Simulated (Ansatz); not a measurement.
# Se: the cost of one run

Computed with Ansatz 0.2.0 (DFT LDA, scalar-relativistic, unless a step's input says otherwise).

### 1 Starting point

Symmetry: P3_121, No. 152, trigonal system. Conventional cell: a = 4.366 Å, b = 4.366 Å, c = 4.954 Å, α = 90.00°, β = 90.00°, γ = 120.00°. Around Se (site symmetry 2) lie 2 Se at 2.37 Å.

Structure file:

```cif
data_structure
_symmetry_space_group_name_H-M 'P 1'
_symmetry_Int_Tables_number 1
_cell_length_a 4.3662
_cell_length_b 4.3662
_cell_length_c 4.9536
_cell_angle_alpha 90.000
_cell_angle_beta 90.000
_cell_angle_gamma 120.000
_cell_volume 81.78
loop_
_atom_site_label
_atom_site_type_symbol
_atom_site_fract_x
_atom_site_fract_y
_atom_site_fract_z
_atom_site_occupancy
Se1 Se 0.22540 0.00000 0.33333 1
Se2 Se 0.00000 0.22540 0.66667 1
Se3 Se 0.77460 0.77460 0.00000 1
```

Atoms are numbered in the order of the input: Se1, Se2, Se3.

### 2 The deformed structure

Space group P3_121 before, P3_121 after.

### 3 All-electron LAPW

The input, input.yaml:

```yaml
crystal:
  lattice:
    - [4.3661999489, 0.0, 0.0]
    - [-2.1830999745, 3.7812400738, 0.0]
    - [0.0, 0.0, 5.052672]
  atoms:
    - { symbol: Se, position: [0.2254, 0.0, 0.3333333333] }
    - { symbol: Se, position: [0.0, 0.2254, 0.6666666667] }
    - { symbol: Se, position: [0.7746, 0.7746, 0.0] }
kpoints:
  mp_grid: { grid: [6, 6, 5] }
  band_path:
    path:
      - [0.0, 0.0, 0.0]
      - [0.5, 0.0, 0.0]
      - [0.3333333333, 0.3333333333, 0.0]
      - [0.0, 0.0, 0.0]
      - [0.0, 0.0, 0.5]
      - [0.5, 0.0, 0.5]
      - [0.3333333333, 0.3333333333, 0.5]
      - [0.0, 0.0, 0.5]
      - [0.5, 0.0, 0.5]
    npoints: 5
scf:
  occupations: { method: fermi_dirac, width: 0.03 }
hamiltonian:
  xc: lda
  pseudopotentials: { kind: all_electron, lapw: { basis_error: 0.0005 } }
output:
  forces: true
  stress: true
  eigenvalues: true
```

Command:

```sh
ansatz run input.yaml --threads 1 --pin off --max-ram 4096MiB --backend cpu --events-out ev --progress --plain --runs-dir out
```

**Question.** How long does this run take on 1 thread of Arm Neoverse V1, shared host, and how much memory does it need?

About 84 s, with a peak of 0.38 GiB.
